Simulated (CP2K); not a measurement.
**KCl: band structure with LDA**

The system is KCl.

```
K Cl
1.0
     3.83920    0.00000    0.00000
     0.00000    3.83920    0.00000
     0.00000    0.00000    3.83920
K Cl
1 1
Direct
  0.00000 0.00000 0.00000
  0.50000 0.50000 0.50000
```

Measurements of this composition are mostly on another form, of space group No. 225.

```json
{
 "Program": "CP2K 2026.2",
 "Task": "band structure",
 "Functional": "LDA",
 "Potentials or basis": "POTENTIAL_UZH K GTH-PBE-q9, Cl GTH-PBE-q7; TZVP-MOLOPT-PBE-GTH basis",
 "Density cutoff": "9184 eV",
 "k mesh": "7 × 7 × 7",
 "Occupations": "fermi-dirac, width 0.05 eV",
 "Spin": "no spin polarisation",
 "SCF solver": "diagonalisation with k points",
 "Quickstep method": "GPW",
 "EPS_DEFAULT": "1.0E-9",
 "EPS_SCF": "1.0E-6",
 "MAX_SCF": "100",
 "SCF_GUESS": "ATOMIC",
 "k points reduced by the point group": "yes",
 "Mesh centred on Gamma": "yes",
 "CHOLESKY": "OFF",
 "EPS_EIGVAL": "1.0E-7",
 "MIXING METHOD": "BROYDEN_MIXING",
 "MIXING ALPHA": "0.4",
 "NBUFFER": "8",
 "NGRIDS": "5",
 "Basis sets": "K TZVP-MOLOPT-PBE-GTH-q9, Cl TZVP-MOLOPT-PBE-GTH-q7",
 "Potentials": "K GTH-PBE-q9 of POTENTIAL_UZH, Cl GTH-PBE-q7 of POTENTIAL_UZH",
 "ADDED_MOS": "[10]",
 "Points a segment of the path (NPOINTS)": "6",
 "Bands added on the path": "2",
 "REL_CUTOFF (Ry)": "60 Ry",
 "MIXING BETA (1/bohr)": "1.5 1/bohr",
 "CUTOFF of the grids": "675 Ry"
}
```

| Item | Value |
| --- | --- |
| Pressure | -3.0 GPa |
| Band gap on the k mesh | 4.33 eV, indirect (least direct gap 4.52 eV) |
| Band gap along the path | 4.31 eV, indirect (least direct gap 4.52 eV) |
| Mulliken charges | K +0.63; Cl -0.63 e |

Levels at the corners of the path, in eV from the valence-band top:
```
point  band 5  band 6  band 7  band 8  band 9  band 10  band 11  band 12
    Γ  -11.23   -0.22   -0.22   -0.22    4.31     6.42     6.42    10.72
    X  -11.12   -1.88   -0.23   -0.23    7.26     7.70     7.91    10.49
    M  -11.17   -1.26   -1.26    0.00    5.78     7.07     8.96     8.96
    Γ  -11.23   -0.22   -0.22   -0.22    4.31     6.42     6.42    10.72
    R  -11.42   -1.40   -1.40   -1.40    8.35     8.35     8.35     9.77
    X  -11.12   -1.88   -0.23   -0.23    7.26     7.70     7.91    10.49
    M  -11.17   -1.26   -1.26    0.00    5.78     7.07     8.96     8.96
    R  -11.42   -1.40   -1.40   -1.40    8.35     8.35     8.35     9.77
```

Run time: 16 s on 1 thread of Arm Neoverse V1 (shared host), peak memory 0.29 GiB.

Caveat: Mulliken charges move with the basis; the potentials were made for another functional, which shifts forces and pressure; the basis of atomic orbitals isn't converged, which shifts pressures, moduli and gaps. LDA gaps usually lie below the measured ones, often by a third to a half.
